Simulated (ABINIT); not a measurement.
An input for ABINIT 10.8.3 (CaSe (Fm-3m)):

```
acell 3*1.0 Angstrom
rprim 
  -0.000000000000 2.956000000000 2.956000000000
  2.956000000000 -0.000000000000 2.956000000000
  2.956000000000 2.956000000000 -0.000000000000
ntypat 2
znucl 20 34
natom 2
typat 1 2
xred 
  0.000000000000 0.000000000000 0.000000000000
  0.500000000000 0.500000000000 0.500000000000
pp_dirpath "pseudos"
pseudos "Ca.upf, Se.upf"
ecut 39
ngkpt 4 4 4
nshiftk 1
shiftk 0 0 0
kptopt 1
chksymbreak 0
iscf -2
irdden 1
istwfk *1
nband 48
nbdbuf 4
tolwfr 1e-09
nstep 60
prtvol 0
indata_prefix "in"
outdata_prefix "out"
tmpdata_prefix "tmp"
```

The database entry behind the starting cell differs from later determinations by our own check (0.1 to 0.3 % short, probably kX units), so it need not match the best structure at ambient conditions.

```sh
OMP_NUM_THREADS=1 mpirun -n 4 abinit run.abi > log
```

How long will it take on 4 MPI ranks of Arm Neoverse N1, shared host, and how much memory?

It took 18 s; on shared hardware allow 9.2 s to 37 s. Peak host memory was 0.29 GiB.

[Paths, hosts, dates, memory and timing lines, banners, echoed tables and standing remarks are left out of the program output.]

[Logs are printed without paths, hosts, clocks, repeated set-up lines and the standing remarks that a program may print on its own settings, such as how far it seeks lower states.]

[Runs of the session that timed out or met a known fault of the program may be left out.]

[Hosts, paths, dates, database ids (printed as entryN), source tags and the programs' standing remarks are cut or masked in the printed files.]

[G0W0 gaps are taken among the corrected bands and points alone; a level outside them can change the order at an edge.]

[Where Ansatz stands beside ABINIT at settings called matched, ABINIT's density can come from a denser mesh and the files from another edition; pairs whose starting gaps differed by over 0.03 eV were left out, so agreement reads better than it is.]
